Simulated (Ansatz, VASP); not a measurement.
## Au: VASP beside Ansatz

File INCAR:

```
PREC     = Accurate       # precision mode
ENCUT    = 520            # plane-wave cutoff, eV
EDIFF    = 1E-6           # SCF threshold, eV
ISMEAR   = 0              # smearing method
SIGMA    = 0.1            # smearing width, eV
LREAL    = False          # projectors in reciprocal space
LASPH    = True           # aspherical terms in the spheres
NELM     = 80             # most SCF steps
ALGO     = Fast           # electronic algorithm
ISIF     = 2              # what is computed and relaxed
LWAVE    = False          # write WAVECAR
LCHARG   = False          # write CHGCAR
GGA      = PS             # functional
NBANDS   = 12             # bands
```

File KPOINTS:

```
regular mesh
0
Gamma
  18 18 18
```

POSCAR

```
Au
1.0
   -1.6046977960      1.6046977960      1.6046977960
    1.6046977960     -1.6046977960      1.6046977960
    1.6046977960      1.6046977960     -1.6046977960
Au
1
Direct
    0.0000000000      0.0000000000      0.0000000000
```

Input for Ansatz:

```yaml
crystal:
  lattice:
    - [-1.604697796, 1.604697796, 1.604697796]
    - [1.604697796, -1.604697796, 1.604697796]
    - [1.604697796, 1.604697796, -1.604697796]
  atoms:
    - { symbol: Au, position: [0.0, 0.0, 0.0] }
basis:
  ecutwfc: 420
kpoints:
  mp_grid: { grid: [18, 18, 18] }
hamiltonian:
  xc: pbesol
scf:
  occupations: { method: gaussian, width: 0.1 }
output:
  forces: true
  stress: true
  eigenvalues: true
```

Alike in both runs: task single point; functional PBEsol; k mesh 18 × 18 × 18; occupations gaussian, width 0.1 eV; no spin polarisation.

```csv
,VASP,Ansatz
version,VASP 6.6.1,Ansatz 0.2.0
potentials or method,"VASP PAW PBE potentials, release 64 (Au)","scalar-relativistic, plane waves, PAW"
plane-wave cutoff (eV),520,420
valence electrons in the cell,11,19
```

```csv
,VASP,Ansatz,Ansatz less VASP
gap on the k mesh at the Fermi level (eV),none,none,-
pressure (GPa),5.5,5.8,+0.27
```

A gap of «none» marks a metal or a gap that the smearing closes. The two sets of potentials don't hold the same shells in valence.

Caveats: the PAW data sets were made with another functional, which shifts forces and pressure a little (VASP). Spin-orbit coupling is left out, which matters for the levels of Au.
